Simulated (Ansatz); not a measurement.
# Sn_Ga in GaN (P6_3mc): charge-transition levels and formation energies

Charge states of Sn_Ga in GaN (P6_3mc), set against the band edges. Model: a cell of 72 host atoms with 1 Ga taken out and 1 Sn put in.

Method: place-levels on r2SCAN runs: charge-transition levels and formation energies with image-charge correction and potential alignment at the atomic sites; PAW set soft_1, in Ansatz 0.2.0.

**What experiment says.**

For GaN, wurtzite (literature experimental value, sample not described, 2 K), “On the origin of Blue Luminescence in Mg doped GaN” (2017, arxiv:1708.04036) quotes earlier work: band gap (band gap at 2 K) 3.51 eV [Literature value quoted for comparison without method or sample details; may be an …].

## Step 1: Set-up

The cell holds 72 atoms: 35 Ga, 36 N and 1 Sn. Cell: a = 9.550 Å, b = 9.550 Å, c = 10.368 Å, α = 90.0°, β = 90.0°, γ = 120.0°. It derives from GaN (space group P6_3mc). Nearest the centre at fractional (0.444, 0.556, 0.500): Sn34 at 0.00 Å, N11 at 1.95 Å, N43 at 1.95 Å, N35 at 1.95 Å, N40 at 1.95 Å, Ga9 at 3.18 Å, Ga13 at 3.18 Å, Ga41 at 3.18 Å.

Coordinates:

```xyz
72
Lattice="9.5498 0.0000 0.0000 -4.7749 8.2704 0.0000 0.0000 0.0000 10.3677" Properties=species:S:1:pos:R:3 pbc="T T T"
Ga    1.5916    0.9189    2.5873
Ga    0.0000    1.8379    5.1792
N     1.5916    0.9189    4.5405
N     0.0000    1.8379    1.9486
Ga    1.5916    0.9189    7.7711
Ga    0.0000    1.8379   10.3630
N     1.5916    0.9189    9.7243
N     0.0000    1.8379    7.1324
Ga    0.0000    3.6757    2.5873
Ga   -1.5916    4.5947    5.1792
N     0.0000    3.6757    4.5405
N    -1.5916    4.5947    1.9486
Ga    0.0000    3.6757    7.7711
Ga   -1.5916    4.5947   10.3630
N     0.0000    3.6757    9.7243
N    -1.5916    4.5947    7.1324
Ga   -1.5916    6.4325    2.5873
Ga   -3.1833    7.3515    5.1792
N    -1.5916    6.4325    4.5405
N    -3.1833    7.3515    1.9486
Ga   -1.5916    6.4325    7.7711
Ga   -3.1833    7.3515   10.3630
N    -1.5916    6.4325    9.7243
N    -3.1833    7.3515    7.1324
Ga    4.7749    0.9189    2.5873
Ga    3.1833    1.8379    5.1792
N     4.7749    0.9189    4.5405
N     3.1833    1.8379    1.9486
Ga    4.7749    0.9189    7.7711
Ga    3.1833    1.8379   10.3630
N     4.7749    0.9189    9.7243
N     3.1833    1.8379    7.1324
Ga    3.1833    3.6757    2.5873
Sn    1.5916    4.5947    5.1792
N     3.1833    3.6757    4.5405
N     1.5916    4.5947    1.9486
Ga    3.1833    3.6757    7.7711
Ga    1.5916    4.5947   10.3630
N     3.1833    3.6757    9.7243
N     1.5916    4.5947    7.1324
Ga    1.5916    6.4325    2.5873
Ga    0.0000    7.3515    5.1792
N     1.5916    6.4325    4.5405
N     0.0000    7.3515    1.9486
Ga    1.5916    6.4325    7.7711
Ga    0.0000    7.3515   10.3630
N     1.5916    6.4325    9.7243
N     0.0000    7.3515    7.1324
Ga    7.9582    0.9189    2.5873
Ga    6.3665    1.8379    5.1792
N     7.9582    0.9189    4.5405
N     6.3665    1.8379    1.9486
Ga    7.9582    0.9189    7.7711
Ga    6.3665    1.8379   10.3630
N     7.9582    0.9189    9.7243
N     6.3665    1.8379    7.1324
Ga    6.3665    3.6757    2.5873
Ga    4.7749    4.5947    5.1792
N     6.3665    3.6757    4.5405
N     4.7749    4.5947    1.9486
Ga    6.3665    3.6757    7.7711
Ga    4.7749    4.5947   10.3630
N     6.3665    3.6757    9.7243
N     4.7749    4.5947    7.1324
Ga    4.7749    6.4325    2.5873
Ga    3.1833    7.3515    5.1792
N     4.7749    6.4325    4.5405
N     3.1833    7.3515    1.9486
Ga    4.7749    6.4325    7.7711
Ga    3.1833    7.3515   10.3630
N     4.7749    6.4325    9.7243
N     3.1833    7.3515    7.1324
```

The host's dielectric constants go in as inputs: (5.83, 5.83, 6.02) for the electrons alone, (10.10, 10.10, 11.19) with the ions, computed on the host (DFPT, PBEsol, on the r2SCAN cell), and a cell off the functional's own equilibrium shifts the ionic part.

The cell's shortest repeat is 9.5 Å.

## Step 2: The runs of each charge state

Levels follow from differences of total energies between charge states, each relaxed by itself.

Each atom starts 0.05 Å or so off its site in a random direction: a symmetric start keeps its symmetry, and would miss off-centre moves and Jahn–Teller distortions. Forces are taken at one point at (¼, ¼, ¼). The cell holds 1 electron more than the neutral one, with a uniform background that keeps it neutral on the whole.

The sampling was tested on the host first: at the k-points planned (1x1x1 shifted 0.25 0.25 0.25) its energy lies -0.023 eV an atom from the dense-mesh value, a large miss, so this sampling is coarse for the host.

One state's input; the others differ in charge, spin, start and seed, and in occupations where the table says so.

Contents of qm1.relax/input.yaml:

```yaml
crystal:
  lattice:
    - [3.18327254, 0.0, 0.0]
    - [-1.59163627, 2.75679489, 0.0]
    - [0.0, 0.0, 5.18383161]
  atoms:
    - { symbol: Ga, position: [0.66666667, 0.33333333, 0.49910624] }
    - { symbol: Ga, position: [0.33333333, 0.66666667, 0.99910624] }
    - { symbol: "N", position: [0.66666667, 0.33333333, 0.87589376] }
    - { symbol: "N", position: [0.33333333, 0.66666667, 0.37589376] }
  supercell: [3, 3, 2]
  defects: [{ substitution: { at: 33, symbol: Sn } }]
total_charge: -1
basis:
  ecutwfc: 500
  xc_grid: 2
hamiltonian:
  xc: r2scan
  pseudopotentials: { kind: paw, azcp: { folder: soft_1 } }
kpoints:
  mp_grid: { grid: [1, 1, 1], shift: [0.25, 0.25, 0.25] }
scf:
  occupations: { method: fixed }
  max_iter: 80
output:
  forces: true
  charged_corrections: { epsilon: [5.83, 5.83, 6.02], static_epsilon: [10.1, 10.1, 11.19] }
relax:
  f_tol: 0.02
  max_steps: 80
  random_displacement: { amplitude: 0.05, seed: 2942 }
checkpoint:
  write: "../qm1.relax.run"
  compress: false
  write_wavefunctions: true
  write_every: 100000
```

On the command line:

```bash
$ ansatz run input.yaml --threads 8 --pin off --max-ram 15073MiB --backend cpu --events-out ev --progress --plain --runs-dir out
```

Defect states can disperse in a cell of this size, so the energy is taken again at a 2×2×2 shifted mesh, on the relaxed structure.

The run of this state that the levels use, under r2SCAN:

Contents of qm1.point/input.yaml:

```yaml
crystal:
  checkpoint: "../qm1.relax.run"
  host: checkpoint
total_charge: -1
basis:
  ecutwfc: 500
  xc_grid: 2
hamiltonian:
  xc: r2scan
  pseudopotentials: { kind: paw, azcp: { folder: soft_1 } }
kpoints:
  mp_grid: { grid: [2, 2, 2], shift: [0.5, 0.5, 0.5] }
scf:
  occupations: { method: fermi_dirac, width: 0.01 }
  max_iter: 80
output:
  forces: true
  eigenvalues: true
  charged_corrections:
    epsilon: [5.83, 5.83, 6.02]
    static_epsilon: [10.1, 10.1, 11.19]
    defect_position: [0.444444, 0.555556, 0.499553]
  eigenstates: { localisation: true }
  populations: true
  band_densities: [{ bands: [v1, v1] }, { bands: [c1, c1] }]
  write_density: true
  write_potential: true
  volumetric_format: npy
  elf: true
checkpoint:
  read: "../qm1.relax.run"
  write: "../qm1.point.run"
  compress: false
  write_wavefunctions: false
  write_every: 100000
```

Relaxations under r2SCAN at one point at (¼, ¼, ¼); times on 8 threads of Arm Neoverse V1, shared host:

```tsv
charge	moment (μB)	occupations	outcome	steps	largest displacement against the far atoms (Å)	time
−1	0	fixed	converged	15	0.88	3.9 min
0	1	fixed	converged	6	0.22	4.3 min
+1	0	fixed	converged	4	0.10	84 s
```

Single points under r2SCAN at a 2×2×2 shifted mesh; times on 8 threads of Arm Neoverse V1, shared host:

```tsv
charge	moment (μB)	occupations	outcome	time
−1	0	fermi-dirac	converged	1.9 min
0	1	fermi-dirac	converged	4.5 min
+1	0	fermi-dirac	converged	1.9 min
```

Distances (Å) from Sn34 to the nearest atoms after relaxation with r2SCAN:

```tsv
charge	moment (μB)	1.	2.	3.	4.	5.	6.
−1	0	N 2.16	N 2.16	N 2.16	N 2.72	Ga 3.18	Ga 3.18
0	1	N 2.10	N 2.10	N 2.10	N 2.14	Ga 3.21	Ga 3.21
+1	0	N 2.04	N 2.04	N 2.04	N 2.05	N 3.20	Ga 3.22
```

## Step 3: place-levels, r2SCAN

A charged cell interacts with its images and the background, and its potential has another zero than the host's. place-levels removes the first by a point-charge model, screened by the static dielectric constant since the ions have relaxed around the charge, and the second by comparing potentials at atoms far from the defect.

The host is a run of the defect-free crystal in the same cutoffs, grids and k-points, so that basis and sampling errors cancel in part in the differences. The host is run in a cell of 4 atoms on a matching mesh. Its band edges are searched through the zone by a band path, so the gap is smaller than, or equal to, that on the mesh. Chemical potentials are energies per atom of Ga (alpha-Ga (Cmce)) and Sn (alpha-Sn (diamond)), run with the same functional and cutoff.

Contents of levels.point.yaml:

```yaml
host:
  run: host.point.run
states: [qm1.point.run, q0_M1.point.run, qp1.point.run]
geometry_from:
  qm1.point.run: qm1.relax.run
  q0_M1.point.run: q0_M1.relax.run
  qp1.point.run: qp1.relax.run
  host.point.run: host.relax.run
chemical_potentials:
  Ga:
    energy: -3790.270342
    dataset: <sha256 of the dataset>
  Sn:
    energy: -6038.703821
    dataset: <sha256 of the dataset>
epsilon: [5.83, 5.83, 6.02]
static_epsilon: [10.1, 10.1, 11.19]
vertical:
  - { from: qm1.point.run, to: qm1.point_neutral.run }
  - { from: qp1.point.run, to: qp1.point_neutral.run }
```

On the command line:

```bash
$ ansatz place-levels levels.point.yaml -- --threads 8 --pin off --max-ram 15073MiB
```

Numbers of over 12 decimals in the logs are rounded to 6 here.

The program printed:

```text
[... repeated set-up lines and file paths are left out, and long positions are rounded to six places ...]
(+1/0) 2.613 eV above the valence edge (+3.103 eV without the band-filling correction), in the conduction band
(0/-1) 3.862 eV above the valence edge (+3.371 eV without the band-filling correction), in the conduction band
formation energy of charge +1: +0.521 eV with the Fermi level at the valence edge
formation energy of charge 0: +3.133 eV with the Fermi level at the valence edge
formation energy of charge -1: +6.995 eV with the Fermi level at the valence edge
vertical -1 to 0: no energy, since no alignment is typed
  the change from vertical[0].from (qm1.point.run) to vertical[0].to (qm1.point_neutral.run): by its potential at epsilon [5.83, 5.83, 6.02] it stands at 0.460 0.539 0.572, with an rms radius of about 2.3 Å (0.8 0.8 1.9 Å across the planes of the cell's [...]
vertical +1 to 0: no energy, since no alignment is typed
  the change from vertical[1].from (qp1.point.run) to vertical[1].to (qp1.point_neutral.run): by its potential at epsilon [5.83, 5.83, 6.02] it stands at 0.455 0.546 0.505, with an rms radius of about 4.1 Å (2.2 2.2 2.6 Å across the planes of the cell's [...]
  edges by r2scan, gap 2.352 eV; the host is sampled to repeats of 19.10 Å
  the defect's cells are sampled to repeats of 19.10 Å, like sampling
  charge +1: -152607.4573 eV with its correction of +0.381 eV, at epsilon [10.1, 10.1, 11.19], aligned at sites: +0.1714 eV, mean over 33 atomic sites at or beyond 4.77 Å from the defect at [0.4444, 0.5556, 0.4996], with +0.000000 for the charge's moments and [...]
  charge 0: +0.000 eV for its dipole among its images, +0.000 omitted
  charge -1: -152582.0433 eV with its correction of -0.005 eV, at epsilon [10.1, 10.1, 11.19], aligned at sites: +0.2146 eV, mean over 33 atomic sites at or beyond 4.77 Å from the defect at [0.4444, 0.5556, 0.4996], with -0.059414 for the charge's moments and [...]
  of states[2] (qp1.point.run): it parts from the run at its places by a charge that spreads by about 2.2 Å along one vector (1.4 Å or more is wide), by its potential at epsilon [5.83, 5.83, 6.02], taken for that of held ions (one typed too small widens it), [...]
  of states[1] (q0_M1.point.run): a band-filling correction moves a carrier to the host's band edge, which changes its energy by -0.491 eV; its displacements don't fall off away from the defect: farther atoms stand 0.013 Å off the host's places. [...]
  of states[0] (qm1.point.run): it parts from the run at its places by a charge that spreads by about 1.9 Å along one vector (1.8 Å or more is wide), by its potential at epsilon [5.83, 5.83, 6.02], taken for that of held ions (one typed too small widens it), [...]
  of vertical[0].from (qm1.point.run): its displacements don't fall off away from the defect: farther atoms stand 0.031 Å off the host's places. [...]
  of vertical[0].to (qm1.point_neutral.run): its displacements don't fall off away from the defect: farther atoms stand 0.031 Å off the host's places. [...]
  of vertical[1].from (qp1.point.run): it parts from the run at its places by a charge that spreads by about 2.2 Å along one vector (1.4 Å or more is wide), by its potential at epsilon [5.83, 5.83, 6.02], taken for that of held ions (one typed too small [...]
  of vertical[1].to (qp1.point_neutral.run): its moments are held at its close (magnetization.spin_locking), by a field of 0.238 eV a Bohr magneton, and its energy and levels are of the state that this holds: a run that lets them go can end lower; [...]
```

Run time: 0.35 s. Hardware: 8 threads of Arm Neoverse V1, shared host.

Levels between the charges placed, in eV above the valence top:

```tsv
	gap (eV)	(+1/0)	(0/−1)
r2SCAN	2.35	2.61	3.86
```

Corrections by state:

```tsv
charge	moment (μB)	image terms and alignment (eV)	band filling (eV)	ε used	over the lowest of its charge, as the program ranks them, band filling apart (eV)
+1	0.0	0.381	-	principal values (10.10, 10.10, 11.19)	0.000
0	1.0	0.000	-0.491	-	0.000
−1	0.0	-0.005	-	principal values (10.10, 10.10, 11.19)	0.000
```

The charged structures listed were also run neutral, and place-levels reads from each pair, by the potential or the spins, how wide the charge is by which they differ; that can be the carrier of either run.

```tsv
charge	rms radius (Å)	spread where it is widest against the cell (Å)	wide from (Å)	reading
+1	4.1	2.21	1.43	wide
−1	2.3	1.91	1.80	wide
```

The neutral runs of these pairs need not share the spin of the lowest neutral state, and very wide values only mean spread over the cell.

From the program's caveats on the states, each cut to its opening words:

- charge +1: it parts from the run at its places by a charge that spreads by about 2.2 Å along one vector (1.4 Å or more is wide), by its potential at epsilon [5.83, 5.83, [...]
- charge 0 (1 μB): a band-filling correction moves a carrier to the host's band edge, which changes its energy by -0.491 eV
- charge 0 (1 μB): its displacements don't fall off away from the defect: farther atoms stand 0.013 Å off the host's places
- charge 0 (1 μB): its moments are held at its close (magnetization.spin_locking), by a field of 0.075 eV a Bohr magneton, and its energy and levels are of the state that this [...]
- charge 0 (1 μB): flagged: stability check not made
- charge −1: it parts from the run at its places by a charge that spreads by about 1.9 Å along one vector (1.8 Å or more is wide), by its potential at epsilon [5.83, 5.83, [...]
- charge −1: the far atoms show a dipole or second moment of the defect's charge, for which the correction takes or leaves out 0.059 eV: further moments aren't read, and [...]
- charge −1: its displacements don't fall off away from the defect: farther atoms stand 0.031 Å off the host's places

Formation energies (eV), elemental references (Δμ(Ga) = 0.00 eV, Δμ(Sn) = 0.00 eV):

```tsv
charge	Fermi level at the valence top	at the conduction bottom
+1	0.52	2.87
0	3.13	3.13
−1	7.00	4.64
```

## Step 4: Effect of the sampling

The relaxations' own energies give the levels at their sampling, for comparison.

Contents of levels.relax_mesh.yaml:

```yaml
host:
  run: host.relax.run
states: [qm1.relax.run, q0_M1.relax.run, qp1.relax.run]
chemical_potentials:
  Ga:
    energy: -3790.270342
    dataset: <sha256 of the dataset>
  Sn:
    energy: -6038.703821
    dataset: <sha256 of the dataset>
```

On the command line:

```bash
$ ansatz place-levels levels.relax_mesh.yaml -- --threads 8 --pin off --max-ram 15073MiB
```

The program printed:

```text
[...]
formation energy of charge +1: +0.491 eV with the Fermi level at the valence edge
formation energy of charge 0: +3.085 eV with the Fermi level at the valence edge
formation energy of charge -1: +7.180 eV with the Fermi level at the valence edge
  edges by r2scan, gap 2.361 eV; the host is sampled to repeats of 14.10 Å
[... the lines on each state left out ...]
```

The job ended after 0.12 s (8 threads).

Levels between neighbouring charges, in eV above the valence top:

```tsv
	gap (eV)	(+1/0)	(0/−1)
one point at (¼, ¼, ¼)	2.36	2.59	4.09
a 2×2×2 shifted mesh	2.35	2.61	3.86
```

Going from one point at (¼, ¼, ¼) to a 2×2×2 shifted mesh moves formation energies against the elements by up to 0.18 eV; band-filling terms, which differ between samplings, are in these energies.

## Step 5: Results

* gap of the host: 2.35 eV (r2SCAN)
* level (plus 1/0): 2.61 eV above the valence top, past the conduction bottom (3.10 eV above the valence top without the band-filling term)
* level (0/minus 1): 3.86 eV above the valence top, past the conduction bottom (3.37 eV above the valence top without the band-filling term)
* lowest of the charges placed, just above the valence top (0.02 eV): +1
* lowest of the charges placed, just below the conduction bottom (0.02 eV): +1
* lowest formation energy at mid-gap of the charges run, elemental references: 1.70 eV

Of the charges placed (−1, 0 and +1), +1 is the lowest from 0.02 eV above the valence top to 0.02 eV below the conduction bottom, a gap of 2.35 eV. Charges above +1 were not placed, so these runs say nothing of levels that involve them. States placed: +1 at 0 μB; 0 at 1 μB; −1 at 0 μB. Other spin states or structures, where not listed, weren't placed. The program finds carriers beyond a band edge of the host and adds a band-filling term at charge 0 (-0.49 eV); steps to such a charge show no bound level, and a defect level inside a band would be read the same way. Sn is taken at its element; compounds, which aren't counted here, bound the chemical potentials and would shift these formation energies. Going from one point at (¼, ¼, ¼) to a 2×2×2 shifted mesh moves formation energies against the elements by up to 0.18 eV; band-filling terms, which differ between samplings, are in these energies. Limits: r2SCAN makes the gap too small and tends to spread out bound carriers; where a gas molecule sets a chemical potential or the host's formation energy, its binding is uncorrected; spin–orbit coupling, which can matter with heavy atoms, is left out; force components of up to 0.37 eV/Å remain in a run at the final settings.

Calculation against experiment:

| quantity | measured | r2SCAN |
| --- | --- | --- |
| band gap (least gap of the host) (eV) | 3.51 | 2.35 (-1.16 eV) |

Measured values from arxiv:1708.04036 (2017).

Verdict: The band gap is off by -1.16 eV: a clear miss. Local and semilocal functionals usually give gaps below the measured ones. Zero-point and thermal motion shift the measured gap.

[Logs are printed without paths, hosts, clocks, repeated set-up lines and the standing remarks that a program may print on its own settings, such as how far it seeks lower states.]

[Hosts, paths, dates, database ids (printed as entryN), source tags and the programs' standing remarks are cut or masked in the printed files.]

[Where a table of states has a column of steps, it counts the stored structures, which are thinned; the runs took as many ionic steps or more.]

[A defect's name tells the site on which it was built; relaxed atoms can leave that site.]

[For some hosts the program warned that the k-mesh of the response run may be too coarse for force constants and the static dielectric constant; such warnings are not shown here.]
